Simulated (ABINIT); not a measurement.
# Ga in ABINIT: the effect of functional

The system is Ga.

```
Ga
1.0
     2.77842    0.00000    0.00000
     0.00000    3.28161    0.00000
    -1.34343    0.00000    3.99027
Ga
2
Direct
  0.13460 0.75000 0.77017
  0.86540 0.25000 0.22983
```

This isn't the form of Ga at room conditions, which is orthorhombic.

Alike in all runs:

```yaml
Program: ABINIT 10.8.3 (patched build)
Task: single point
Potentials_or_basis: Ansatz PAW PBE default generated set, frozen core
Cutoff: 490 eV
k_mesh: 10 × 8 × 7
Occupations: fermi-dirac, width 0.05 eV
Spin: no spin polarisation
```

```csv
functional,pressure (GPa),largest force (eV/Å)
LDA,-2.8,0.06
PBEsol,-0.7,0.07
RPBE,5.0,0.09
BLYP,8.6,0.12
AM05,?,?
r2SCAN,-0.2,0.05
SCAN,-1.0,0.02
revPBE,4.5,0.09
PW91,3.2,0.09
WC,-0.3,0.08
```

Problem. What does the run with functional AM05 give?

Solution. Pressure -1.0 GPa; largest force 0.06 eV/Å.

Caveats: the PAW data sets were made with another functional, which shifts forces and pressure a little; the atomic spheres overlap.

Runs at the PBE level aren't shown here.
